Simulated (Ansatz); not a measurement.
The system is NiO.

```
Ni O
1.0
     0.00000    2.24063    2.24063
     2.24063    0.00000    2.24063
     2.24063    2.24063    0.00000
Ni O
1 1
Cartesian
  0.0000 0.0000 0.0000
  3.3609 3.3609 3.3609
```

The cell was built by a generator and needn't be a form met in nature.

A run of Ansatz 0.2.0 on this cell left the log below. Logs are shortened: lines on timing, memory, paths and dates and some standing lists are left out, and cuts for length are marked.

```text
Warning: RAYON_NUM_THREADS=2 ignored (pool sized by the plan → 2); use --threads N
scf.n_extra_bands = 6 over 12 filled bands (N_el = 24.0): the run solves 18 bands
Engine: ansatz 0.2.0, aarch64-unknown-linux-gnu
Pseudopotentials: kind: paw
Pseudopotential: Ni, paw, valence charge 18, recommended cutoff 420 eV (normal), Ni.paw.azcp
Pseudopotential: O, paw, valence charge 6, recommended cutoff 420 eV (normal), O.paw.azcp
Functional definition: BLYP
  parameter beta = 0.0042
  parameter a = 0.04918
  parameter b = 0.132
  parameter c = 0.2533
  parameter d = 0.349
  exchange = b88_x(beta = beta)
  correlation = lyp_c(a = a, b = b, c = c, d = d)
Crystal: 2 atoms, lattice volume = 22.498 Å³
Basis set: ecut = 420 eV, 459 PW (Γ), exchange–correlation on 48×48×48 points (8 copies of the dense FFT grid, shifted against one another)
Bands: 18, of which v1, the nominal top of the filled ones, is band 12 counted from 1 (11 counted from 0)
Symmetry: 24 space group operations
Space group: F-43m (ITA 216), of the structure as read, at distance tolerance 2.8e-5 Å
Magnetic group: BNS 216.74 (UNI 1576), of the structure as read, at distance tolerance 2.8e-5 Å
k-points: 20 of 343 (time reversal used)
Non-local potential: Ni, projectors of the file, l = 0: 3, l = 1: 2, l = 2: 3, l = 3: 1
Non-local potential: O, projectors of the file, l = 0: 2, l = 1: 2, l = 2: 1
PAW form: soft (Blöchl's): semilocal exchange-correlation on the pseudo side does not see the compensation charge
PAW frozen core: Ni, regenerated for the run's functional, and the local potential with it (the file was generated under x = pbe(κ = 0.804, μ = 0.2195149727645171), c = pbe(β = 0.06672455060314922))
PAW frozen core: O, regenerated for the run's functional, and the local potential with it (the file was generated under x = pbe(κ = 0.804, μ = 0.2195149727645171), c = pbe(β = 0.06672455060314922))
PAW one-centre angular grid: Ni, 590 points (default); XC on 64 Gauss nodes
PAW one-centre angular grid: O, 110 points (default); XC on 64 Gauss nodes
Initial density: superposition of atomic densities (chi_scale 0.1, normalization cell, long waves kept (reshape's long-wave potential 0.00 eV rms))
Starting moments: Σ|m| = 1 μB on 1 of 2 sites
Initial wavefunctions: pseudopotential atomic-orbital guess
Functional: x = b88, c = lyp
SCF iter   1: F=—  HF=-6415.545003 eV  |F-HF|=—  |Δ(HF+E_count)|=         —  Δρ=1.30e-1 (↑7.29e-2 ↓1.30e-1)  dr2=6.76e0  dr2_m=1.82e-1  M=0.791 μB ∫|m|=0.791 μB  β_m=0.30  ethr=3.10e-3  ⟨swp⟩=5.7  Hψ=3242  notcnv=0
Mixer restart at iter 1: flushing history
preconditioner: auto → none  [metal: Δε(μ)=0.058 eV  Ē_g=15.069 eV  σ=0.050 eV  W_gap=0.28  n_scr=8 (ndim 8)  ℏωp=31.3 eV  f_vac=0.000  D(μ)=3.29/eV (n_scr^D=58)  sad-step TF]
SCF iter   2: F=—  HF=-6416.255827 eV  |F-HF|=—  |Δ(HF+E_count)|=   7.11e-1  Δρ=7.12e-2 (↑7.12e-2 ↓4.34e-2)  dr2=7.39e-1  dr2_m=5.30e-1  M=1.498 μB ∫|m|=1.500 μB  β_m=0.32  ethr=3.10e-3  ⟨swp⟩=3.0  Hψ=1826  notcnv=0  defer=39
[... 15 lines left out ...]
SCF converged after 13 iterations
Magnetization: 1.8777 μB (12.9389 up, 11.0611 down)
Absolute magnetization: 1.8958 μB (∫|ρ↑−ρ↓|, with the PAW one-centre terms)
Spin contamination: 0.0062 ħ² per cell (⟨S²⟩ above its minimum at these occupations)
Per-site moments (μB) at R_I (Å): [(1.422308819859241, 0.8004325314486297), (0.360313927505172, 0.8004325314486297)]
Free energy (F): -6416.588372 eV
Harris-Foulkes:  -6416.588372 eV  (|F-HF|=3.00e-11)
Internal energy: -6416.571623 eV  (E = F + TS)
E sigma→0 (E₀):  -6416.579997 eV
Entropy (-TS):   -0.016750 eV (-8.375 meV/atom)
Fermi energy:    11.213230 eV
--- Per-component energies (eV) ---
  E_band       = -405.159774
  E_kinetic    = 451.513727
  E_local      = -4549.433166  (includes V_loc(G=0)·N_el)
  E_nonlocal   = 685.021938
  E_hartree    = 1882.974124
  E_xc         = -153.823510
  E_vxc        = -196.699002  (∫ρ·V_xc dr)
  E_paw        = -1802.674207  (= ΣΔE_a)
  E_vpaw       = -561.514643  (= ΣTr[D̂ρ^β])
  E_aug_tail   = 0.003156  (compensation charges beyond the density's cutoff)
  E_ewald      = -2930.160275
  E_core_change = 0.006592  (= ΣΔE_core)
  E_smearing   = -0.016750  (= −TS)
  E_closure    = -0.000000  (closes the sum)
  Σ components = -6416.588372   (vs F -6416.588372, Δ=0.00e0)
--- Forces (eV/Å), atoms counted from 1 ---
  atom   1  Ni     0.00000000    -0.00000000     0.00000000
  atom   2  O     -0.00000000     0.00000000    -0.00000000
  max |Σ_I F_I| component: 3.70e-17 eV/Å
--- Stress (GPa, compression-positive) ---
        5.486981      -0.000000       0.000000
       -0.000000       5.486981      -0.000000
        0.000000      -0.000000       5.486981
  P = ⅓ Tr σ = 5.4870 GPa (54.870 kbar)
--- Band table (eV; the first three rows and the last of 40) ---
  k-point 0 ↑: bands = ["-93.1557", "-53.6219", "-53.6219", "-53.6219", "-8.6878", "5.2324", "5.2324", "5.2324", "8.7912", "8.7912", "11.3886", "11.3886", "11.3886", "11.8010", "25.5135", "25.5135", "25.5135", "32.0557"]
  k-point 1 ↑: bands = ["-93.1555", "-53.6244", "-53.6223", "-53.6223", "-8.5700", "4.9705", "5.3024", "5.3024", "8.7604", "8.7604", "10.6915", "11.2681", "11.2681", "12.8600", "23.8218", "25.6567", "25.6567", "30.5547"]
  k-point 2 ↑: bands = ["-93.1551", "-53.6300", "-53.6232", "-53.6232", "-8.2977", "4.5571", "5.4502", "5.4502", "8.7534", "8.7534", "9.6589", "10.9513", "10.9513", "14.7180", "21.2219", "25.5363", "25.5363", "29.6213"]
  k-point 19 ↓: bands = ["-91.3285", "-51.8658", "-51.8634", "-51.8594", "-7.2121", "5.4118", "5.9126", "6.7032", "9.6338", "9.9855", "10.3248", "11.0150", "11.5655", "19.0371", "21.0802", "21.9664", "24.3048", "29.6316"]
```

Problem. What input gives this log?

Solution. Band structure with BLYP, collinear spin, ferromagnetic start. The files as run (others can give the same):

input.yaml
```yaml
crystal:
  lattice:
    - [0.0, 2.24063, 2.24063]
    - [2.24063, 0.0, 2.24063]
    - [2.24063, 2.24063, 0.0]
  atoms:
    - { symbol: Ni, position: [0.0, 0.0, 0.0], spin: 1.0 }
    - { symbol: O, position: [0.75, 0.75, 0.75] }
hamiltonian:
  xc: blyp
  pseudopotentials: { kind: paw }
magnetization:
  spin_polarized: true
kpoints:
  mp_grid: { grid: [7, 7, 7] }
  band_path:
    path:
      - [[0.0, 0.0, 0.0], [0.5, 0.0, 0.5], [0.5, 0.25, 0.75], [0.375, 0.375, 0.75], [0.0, 0.0, 0.0], [0.5, 0.5, 0.5], [0.625, 0.25, 0.625], [0.5, 0.25, 0.75], [0.5, 0.5, 0.5], [0.375, 0.375, 0.75]]
      - [[0.625, 0.25, 0.625], [0.5, 0.0, 0.5]]
    npoints: 14
scf:
  occupations: { method: fermi_dirac, width: 0.05 }
  n_extra_bands: 6
output:
  forces: true
  stress: true
  eigenvalues: true
  fatbands: false
```

Potentials or basis: Ansatz PAW.
Launch:
```console
$ ansatz run input.yaml --threads 2 --pin off --max-ram 5632MiB --backend cpu --events-out ev --progress --plain --runs-dir out
```

Caveat: the pressure holds a Pulay correction of +0.8 GPa for the finite cutoff; a cell with one magnetic atom can't hold antiferromagnetic order, which such compounds often take; semilocal functionals often make such compounds metallic where correlation or magnetic order opens a gap, which also shifts bond lengths; the PAW data sets come from PBE, with cores solved anew for the run's functional, which leaves a small shift of forces and pressure.
